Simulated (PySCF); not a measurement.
Isomers of C4H8. Level of theory: TDDFT CAM-B3LYP/def2-SVPD, vertical, gas phase, core orbitals frozen in the response (PySCF). Geometries: GFN2-xTB; one conformer of each isolated species. Triplets are in the Tamm–Dancoff approximation.

A. `C=CCC`
B. `CC1CC1`
C. `C1CCC1`
D. `C/C=C/C`

Lowest singlet levels (six at most, fewer where fewer were computed) with oscillator strengths:

1. 149 nm (f 0.060 summed over 2 states); 147 nm (f 0.000); 139 nm (f 0.000 summed over 3 states) [of 8 roots; the last level is left out, as the window may have cut its degenerate partner]; T1 8.09 eV
2. 169 nm (f 0.071); 165 nm (f 0.415); 157 nm (f 0.001); 152 nm (f 0.001); 152 nm (f 0.013); 143 nm (f 0.026); T1 4.51 eV
3. 180 nm (f 0.004); 168 nm (f 0.002); 168 nm (f 0.434); 166 nm (f 0.000); 145 nm (f 0.000); 143 nm (f 0.043); T1 4.45 eV
4. 158 nm (f 0.010); 152 nm (f 0.006); 148 nm (f 0.012); 144 nm (f 0.013); 143 nm (f 0.000); 143 nm (f 0.010); T1 7.70 eV

**Question.** Which spectrum belongs to which structure?

**Answer.** 1 = C, 2 = A, 3 = D, 4 = B.
- A: S1 at 7.36 eV, HOMO→LUMO+1 (43%), HOMO→LUMO (39%); Löwdin shares by element: HOMO carbon 86%; LUMO carbon 65% (atoms not listed hold the other 35%); HOMO -8.78 and LUMO 1.40 eV.
- B: S1 at 7.86 eV, HOMO→LUMO (88%); Löwdin shares by element: HOMO carbon 80% (atoms not listed hold the other 19%); LUMO carbon 53% (atoms not listed hold the other 47%); HOMO -9.34 and LUMO 1.62 eV; point group Cs, 1 of its 6 listed states under f = 0.0005.
- C: S1 at 8.30 eV, HOMO-1/HOMO→LUMO (≥97%); Löwdin shares by element: HOMO (one of a set within 0.03 eV) carbon 78% (atoms not listed hold the other 22%); LUMO carbon 53% (atoms not listed hold the other 47%); HOMO -9.94 and LUMO 1.54 eV; point group D2d, 4 of its 6 listed states under f = 0.0005.
- D: S1 at 6.88 eV, HOMO→LUMO (95%); Löwdin shares by element: HOMO carbon 84% (atoms not listed hold the other 16%); LUMO carbon 62% (atoms not listed hold the other 38%); HOMO -8.27 and LUMO 1.65 eV; point group C2h, 2 of its 6 listed states under f = 0.0005.

A slash joins orbitals within 0.01 eV of each other, whose weights are summed (≥ marks a lower bound).
